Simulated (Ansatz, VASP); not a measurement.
## MgS in VASP and in Ansatz

```
Mg S
1.0
     0.00000    2.56482    2.56482
     2.56482    0.00000    2.56482
     2.56482    2.56482    0.00000
Mg S
1 1
Direct
  0.00000 0.00000 0.00000
  0.50000 0.50000 0.50000
```

Alike in both runs: task single point; functional PBEsol; k mesh 8 × 8 × 8; occupations gaussian, width 0.02 eV; no spin polarisation.

|  | VASP | Ansatz |
| --- | --- | --- |
| version | VASP 6.6.1 | Ansatz 0.2.0 |
| potentials or method | VASP PAW PBE potentials, release 64 (Mg, S) | scalar-relativistic, plane waves, PAW |
| plane-wave cutoff (eV) | 520 | 420 |
| valence electrons in the cell | 8 | 16 |

VASP gave:

| Property | Result |
| --- | --- |
| gap on the k mesh at the Fermi level (eV) | 2.79 |
| least direct gap on the mesh (eV) | 3.94 |
| pressure (GPa) | 2.3 |

Task: What did Ansatz give for the same quantities?

Result: gap on the k mesh at the Fermi level (eV): 2.79; least direct gap on the mesh (eV): 3.93; pressure (GPa): 2.5.

The two sets of potentials don't hold the same shells in valence.

Caveats: the PAW data sets were made with another functional, which shifts forces and pressure a little (VASP). PBEsol gaps usually lie below the measured ones, often by a third to a half. A k mesh can miss the band edges.
